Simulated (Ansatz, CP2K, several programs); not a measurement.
Energy against volume for Cu₂ZnSnSe₄ (kesterite), at fixed shape and fractional coordinates, computed by several methods (PBE and r2SCAN, where shown, with plane waves in Ansatz); the cell shown is that of r2SCAN. With free coordinates or axes held, a curve is too stiff, and on another method's shape its minimum isn't the method's own volume. It is tetragonal, I-4 (No. 82); a = 5.699 Å, c = 11.384 Å in the conventional setting, 23.11 Å³ an atom. Cu is surrounded by 4 Se at 2.42 Å; Cu is surrounded by 4 Se at 2.41 Å; Zn is surrounded by 4 Se at 2.46 Å; Sn is surrounded by 4 Se at 2.58 Å; Se is surrounded by 2 Cu at 2.41–2.42 Å and 1 Zn at 2.46 Å and 1 Sn at 2.58 Å. Values at 0 K without nuclear motion; spin polarisation is off, and the phase may be a hypothetical one. Energies count from each curve's lowest point; fits are third-order Birch-Murnaghan.

```cif
data_structure
_symmetry_space_group_name_H-M 'I-4'
_symmetry_Int_Tables_number 82
_cell_length_a 5.6994
_cell_length_b 5.6994
_cell_length_c 11.3835
_cell_angle_alpha 90.000
_cell_angle_beta 90.000
_cell_angle_gamma 90.000
_cell_volume 369.77
loop_
_atom_site_label
_atom_site_type_symbol
_atom_site_symmetry_multiplicity
_atom_site_Wyckoff_symbol
_atom_site_fract_x
_atom_site_fract_y
_atom_site_fract_z
_atom_site_occupancy
Cu1 Cu 2 a 0.00000 0.00000 0.00000 1
Cu2 Cu 2 c 0.00000 0.50000 0.25000 1
Zn1 Zn 2 d 0.50000 0.00000 0.25000 1
Sn1 Sn 2 b 0.50000 0.50000 0.00000 1
Se1 Se 8 g 0.25909 0.73326 0.37007 1
```

PBE/SZV (CP2K), on the shape of the cell shown:
```csv
V (Å³/atom),E (meV/atom)
20.338,340.66
21.724,178.37
23.111,77.16
24.497,21.33
25.884,0.00
```
The lowest point is an end point, so the minimum isn't bracketed.

Question: PBE, on the shape of its own relaxed cell, gives
```
V (Å³/atom)  E (meV/atom)
     22.493         17.25
     23.211          4.06
     23.929          0.00
     24.646          3.61
     25.364         13.66
```
What equilibrium volume and bulk modulus follow?

Answer: V₀ = 23.93 Å³ an atom and B₀ = 57 GPa.

light PBE (260 eV, its own mesh), on the shape of the cell shown:
```csv
V (Å³/atom),E (meV/atom)
21.262,82.78
22.186,64.82
23.111,62.05
24.035,0.00
24.960,10.11
25.884,56.58
```
The points scatter about a smooth fit, as a low cutoff and a light mesh can make them, so no fit is quoted.

r2SCAN, on the shape of its own relaxed cell:
```csv
V (Å³/atom),E (meV/atom)
21.724,19.00
22.417,4.43
23.111,0.00
23.804,4.07
24.497,15.26
```
V₀ = 23.11 Å³ an atom and B₀ = 65 GPa.

Question: PBE/DZVP (CP2K), on the shape of the cell shown, gives
```
V (Å³/atom)  E (meV/atom)
     20.338        161.68
     21.724         61.64
     23.111         12.43
     24.497          0.00
     25.884         14.73
```
What equilibrium volume and bulk modulus follow?

Answer: V₀ = 24.37 Å³ an atom and B₀ = 56 GPa.
